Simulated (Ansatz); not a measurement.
Crystal: AlCu.

```xyz
2
Lattice="2.9975 0.0000 0.0000 0.0000 2.9975 0.0000 0.0000 0.0000 2.9975" Properties=species:S:1:pos:R:3 pbc="T T T"
Cu    1.4988    1.4988    1.4988
Al    0.0000    0.0000    0.0000
```

The cell comes from a database or a generator and needn't be the stable form of this composition.

A run of Ansatz 0.2.0 on this cell left the log below. Logs are shortened: lines on timing, memory, paths and dates and some standing lists are left out, and cuts for length are marked.

```text
Warning: RAYON_NUM_THREADS=1 ignored (pool sized by the plan → 1); use --threads N
Cu: projections on atomic orbitals take those of the free atom 1s2 2s2 2p6 3s2 3p6 3d10 4s1, of charge +0.00 (hamiltonian.pseudopotentials.projection_atoms)
Al: projections on atomic orbitals take those of the free atom 1s2 2s2 2p6 3s2 3p1, of charge +0.00 (hamiltonian.pseudopotentials.projection_atoms)
LAPW: plane waves up to 7.814 Å⁻¹, error target 1.0e-3 eV per atom; small_component_spin mean_spin; Al in spheres of 1.184 Å, 11 of its electrons in bands, Dirac shells []; Cu in spheres of 1.412 Å, 19 of its electrons in bands, Dirac shells [] (how accurate: hamiltonian.pseudopotentials.lapw.basis_error, Limitations)
Engine: ansatz 0.2.0, aarch64-unknown-linux-gnu
Pseudopotentials: kind: all_electron
Pseudopotential: Cu, LAPW, valence charge 19, lapw/all_electron/scalar/gaussian/Cu, Koelling and Harmon's equation, gaussian nucleus
Pseudopotential: Al, LAPW, valence charge 11, lapw/all_electron/scalar/gaussian/Al, Koelling and Harmon's equation, gaussian nucleus
Functional definition: PBEsol
  exchange = pbesol_x
  correlation = pbesol_c
Crystal: 2 atoms, lattice volume = 26.933 Å³
Basis set: ecut = 232.65786333147315 eV, 203 PW (Γ), exchange–correlation at level 2
Bands: 19, of which v1, the nominal top of the filled ones, is band 15 counted from 1 (14 counted from 0)
Symmetry: 48 space group operations
Space group: Pm-3m (ITA 221), of the structure as read, at distance tolerance 3.0e-5 Å
k-points: 35 of 729
Non-local potential: Cu, projectors of the file, none
Non-local potential: Al, projectors of the file, none
Initial density: superposition of atomic densities (chi_scale 0.1, normalization cell, long waves kept (reshape's long-wave potential 0.00 eV rms))
Initial wavefunctions: plane waves of lowest kinetic energy (no species holds an atomic orbital)
Functional: x = pbesol(κ = 0.804, μ = 0.12345679012345678), c = pbesol(β = 0.046)
iter 1 solved again at ethr=2.03e-3 eV; its pass at ethr=1.00e-1 eV (dr2=6.08e-1 eV) is discarded
SCF iter   1: F=—  HF=-51594.753532 eV  |F-HF|=—  |Δ(HF+E_count)|=         —  Δρ=4.71e-2  dr2=6.10e-1  ethr=2.03e-3  ⟨swp⟩=2.1  Hψ=4657  notcnv=0
preconditioner: auto → none  [metal: Δε(μ)=0.045 eV  Ē_g=8.398 eV  σ=0.050 eV  W_gap=0.22  n_scr=6 (ndim 8)  ℏωp=26.8 eV  f_vac=0.000  D(μ)=0.91/eV (n_scr^D=6)  sad-step TF]
SCF iter   2: F=—  HF=-51600.471247 eV  |F-HF|=—  |Δ(HF+E_count)|=    5.72e0  Δρ=4.66e-2  dr2=8.73e-1  ethr=2.03e-3  ⟨swp⟩=3.0  Hψ=2338  notcnv=0
SCF iter   3: F=—  HF=-51594.209939 eV  |F-HF|=—  |Δ(HF+E_count)|=    6.26e0  Δρ=2.79e-2  dr2=3.35e-1  ethr=2.03e-3  ⟨swp⟩=2.5  Hψ=1989  notcnv=0
iter 4 solved again at ethr=5.12e-5 eV; its pass at ethr=1.12e-3 eV (dr2=1.54e-2 eV) is discarded
SCF iter   4: F=—  HF=-51592.834088 eV  |F-HF|=—  |Δ(HF+E_count)|=    1.38e0  Δρ=8.32e-3  dr2=1.53e-2  ethr=5.12e-5  ⟨swp⟩=2.0  Hψ=3427  notcnv=0  defer=1
SCF iter   5: F=—  HF=-51592.766577 eV  |F-HF|=—  |Δ(HF+E_count)|=         —  Δρ=2.11e-3  dr2=1.49e-3  ethr=5.11e-5  ⟨swp⟩=2.1  Hψ=1834  notcnv=0
the basis was enlarged: its passes take 106.8 KiB over the memory plan, 1 of 1 planned eigensolver slots
SCF iter   6: F=—  HF=-51592.764291 eV  |F-HF|=—  |Δ(HF+E_count)|=   2.29e-3  Δρ=1.09e-3  dr2=4.45e-4  ethr=4.98e-6  ⟨swp⟩=2.0  Hψ=1823  notcnv=0
SCF iter   7: F=—  HF=-51592.763389 eV  |F-HF|=—  |Δ(HF+E_count)|=   9.02e-4  Δρ=1.67e-4  dr2=1.09e-5  ethr=1.48e-6  ⟨swp⟩=2.0  Hψ=1823  notcnv=0
SCF iter   8: F=—  HF=-51592.763367 eV  |F-HF|=—  |Δ(HF+E_count)|=   2.19e-5  Δρ=2.17e-5  dr2=1.71e-7  ethr=3.63e-8  ⟨swp⟩=2.1  Hψ=1825  notcnv=0
SCF iter   9: F=—  HF=-51592.763367 eV  |F-HF|=—  |Δ(HF+E_count)|=   3.64e-7  Δρ=7.02e-6  dr2=1.95e-8  ethr=5.71e-10  ⟨swp⟩=2.4  Hψ=1842  notcnv=0
SCF iter  10: F=-51592.763367 eV  HF=-51592.763367 eV  |F-HF|=9.97e-10  |Δ(HF+E_count)|=   3.52e-8  Δρ=4.47e-7  dr2=6.95e-11  ethr=6.52e-11  ⟨swp⟩=2.1  Hψ=1827  notcnv=0
SCF 1 converged in 10 iterations: F = -51592.763367 eV  dr2 = 6.95e-11
SCF converged after 10 iterations
Free energy (F): -51592.763367 eV
Harris-Foulkes:  -51592.763367 eV  (|F-HF|=9.97e-10)
Internal energy: -51592.756052 eV  (E = F + TS)
E sigma→0 (E₀):  -51592.759709 eV
Entropy (-TS):   -0.007315 eV (-3.657 meV/atom)
Fermi energy:    13.949697 eV
--- Per-component energies (eV) ---
  E_band       = -895.851751
  E_kinetic    = 52370.821726
  E_xc         = -2297.287819
  E_electrostatic = -101666.289959  (all electrons and nuclei)
  E_smearing   = -0.007315  (= −TS)
  E_closure    = 0.000000  (closes the sum)
  E_atoms      = -51584.048694  (free atoms, spherical and without spin; not in F)
  Σ components = -51592.763367   (vs F -51592.763367, Δ=0.00e0)
  Basis errors (estimates in eV, not in F): energy 2.6e-4 per atom: plane waves 2.3e-4 (1.2e-4 summed), levels above the bands 5.6e-34, relativity 2.4e-9, radial functions 3.4e-5, core shells 1.8e-11; eigenvalues (radial functions only) 1.6e-6; not estimated: angular momenta, meshes, grids; target (lapw.basis_error) 1.0e-3; muffin-tin radii Al 1.184 Å, Cu 1.412 Å
--- Forces (eV/Å), atoms counted from 1 ---
  atom   1  Cu     0.00000000    -0.00000000     0.00000000
  atom   2  Al    -0.00000000    -0.00000000    -0.00000000
  max |Σ_I F_I| component: 4.60e-31 eV/Å
--- Stress (GPa, compression-positive) ---
       -4.680635       0.000000       0.000000
        0.000000      -4.680635       0.000000
        0.000000       0.000000      -4.680635
  P = ⅓ Tr σ = -4.6806 GPa (-46.806 kbar)
--- Band table (eV; the first three rows and the last of 35) ---
  k-point 0: bands = ["-99.6332", "-89.5520", "-57.1487", "-57.1487", "-57.1487", "-51.2284", "-51.2284", "-51.2284", "2.5309", "9.1638", "9.1638", "10.1883", "10.1883", "10.1883", "17.8364", "17.8364", "17.8364", "20.3668", "20.3668"]
  k-point 1: bands = ["-99.6331", "-89.5520", "-57.1496", "-57.1486", "-57.1486", "-51.2292", "-51.2284", "-51.2284", "2.7396", "9.1696", "9.1944", "10.1313", "10.1313", "10.1945", "15.9397", "18.0881", "18.0881", "20.4393", "21.8044"]
  k-point 2: bands = ["-99.6330", "-89.5518", "-57.1519", "-57.1484", "-57.1484", "-51.2312", "-51.2283", "-51.2283", "3.3596", "9.1024", "9.2730", "9.9942", "9.9942", "10.2103", "13.4579", "18.8116", "18.8116", "20.6485", "22.9431"]
  k-point 34: bands = ["-99.6320", "-89.5507", "-57.1550", "-57.1550", "-57.1550", "-51.2338", "-51.2338", "-51.2338", "8.5170", "8.6659", "8.6659", "10.5222", "10.5222", "13.2251", "14.5235", "14.5235", "15.6298", "16.7745", "16.7745"]
--- Löwdin populations: 2 sites ---
  site symbol       q [e]
     0     Cu     28.3173
     1     Al     13.5357
  spilling = 0.003499 (of n_electrons = 42.000000)
```

**Question.** What input gives this log?

**Answer.** Single point with PBEsol, no spin polarisation. The files as run (others can give the same):

input.yaml
```yaml
crystal:
  lattice:
    - [2.997509, 0.0, 0.0]
    - [0.0, 2.997509, 0.0]
    - [0.0, 0.0, 2.997509]
  atoms:
    - { symbol: Cu, position: [0.5, 0.5, 0.5] }
    - { symbol: Al, position: [0.0, 0.0, 0.0] }
kpoints:
  mp_grid: { grid: [9, 9, 9] }
scf:
  occupations: { method: fermi_dirac, width: 0.05 }
hamiltonian:
  xc: pbesol
  pseudopotentials: { kind: all_electron, lapw: { basis_error: 0.001 } }
output:
  forces: true
  stress: true
  eigenvalues: true
  populations: true
```

Potentials or basis: all-electron LAPW, scalar-relativistic.
The run is started by
```bash
$ ansatz run input.yaml --threads 1 --pin off --max-ram 3072MiB --backend cpu --events-out ev --progress --plain --runs-dir out
```
